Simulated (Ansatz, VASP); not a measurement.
**Mg in VASP and in Ansatz**

```
Mg
1.0
     3.07847    0.00000    0.00000
    -1.53924    2.66603    0.00000
     0.00000    0.00000    5.17027
Mg
2
Direct
  0.66667 0.33333 0.25000
  0.33333 0.66667 0.75000
```

Change from the starting cell: band edges of the strained film's bulk.

Alike in both runs: task single point; functional r2SCAN; k mesh 12 × 12 × 7; occupations gaussian, width 0.1 eV; no spin polarisation.

|  | VASP | Ansatz |
| --- | --- | --- |
| version | VASP 6.6.1 | Ansatz 0.2.0 |
| potentials or method | VASP PAW PBE potentials, release 64 (Mg) | scalar-relativistic, plane waves, PAW |
| plane-wave cutoff (eV) | 520 | 500 |
| valence electrons in the cell | 4 | 20 |

|  | VASP | Ansatz | Ansatz less VASP |
| --- | --- | --- | --- |
| gap on the k mesh at the Fermi level (eV) | none | none | - |
| pressure (GPa) | 2.5 | 2.8 | +0.29 |
| largest component of the traceless stress (GPa) | 2.81 | 2.82 | +0.009 |

A gap of «none» marks a metal or a gap that the smearing closes. The two sets of potentials don't hold the same shells in valence.

Caveats: the PAW data sets were made with another functional, which shifts forces and pressure a little (VASP).
